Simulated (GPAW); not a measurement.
Runs of GPAW 26.7.0 on Cl. Symmetry: Cmce, No. 64, orthorhombic system. Conventional cell: a = 6.290 Å, b = 4.500 Å, c = 8.210 Å, α = 90.00°, β = 90.00°, γ = 90.00°. Cl (site symmetry m) is surrounded by 1 Cl at 2.02 Å. 

```tsv
task	level	potentials or basis	cell	k mesh	optimizer	fmax	max steps	band path	band points	gap on the mesh (eV)	pressure (GPa)	relaxed volume (Å³/atom)	largest force (eV/Å)
single point	PBE	GPAW PAW data sets (gpaw-data 1.2.1), pw	as given	7 × 7 × 4	-	-	-	-	-	2.49	0.7	-	0.14
relaxation of cell and atoms	PBE+D3(BJ)	GPAW PAW data sets (gpaw-data 1.2.1), pw	relaxed	5 × 5 × 3	BFGS	0.05 eV/Å	40	-	-	2.39	0.1	26.27	0.02
single point	TB-mBJ	GPAW PAW data sets for LDA (gpaw-data 1.2.1), pw	as given	5 × 5 × 3	-	-	-	-	-	(c)	-	-	-
band structure	PBE	GPAW PAW data sets (gpaw-data 1.2.1), pw	as given	5 × 5 × 3	-	-	-	GXSRAZGYX1A1TY,ZT	60	2.49	0.7	-	0.14
band structure	r2SCAN	GPAW PAW data sets (gpaw-data 1.2.1), pw	as given	5 × 5 × 3	-	-	-	GXSRAZGYX1A1TY,ZT	60	2.87	(b)	-	0.14
relaxation of cell and atoms	RPBE+D4	the program's PAW data sets (release 1.2.1) made for this functional, pw	relaxed	5 × 5 × 3	BFGS	0.02 eV/Å	40	-	-	2.36	0.0	(a)	0.01
band structure	PW91	PAW data sets generated in the run's folder for this functional, pw	as given	5 × 5 × 3	-	-	-	GXSRAZGYX1A1TY,ZT	60	2.49	0.7	-	0.17
```

Alike in all rows: no spin polarisation; cutoff (eV) 600; smearing fermi-dirac 0.05 eV.

**Question.** Estimate the missing entries.

**Answer.** (a) 27.44; (b) -0.7; (c) 3.82.

Caveats: an odd mesh through Γ misses points on the zone boundary, where band edges often lie (some runs); later steps reuse the first step's grids (some runs); the PAW data sets were made with another functional, which shifts forces and pressure a little (some runs); a model potential gives levels but no total energy (some runs).

Not every run made on this cell is shown here.
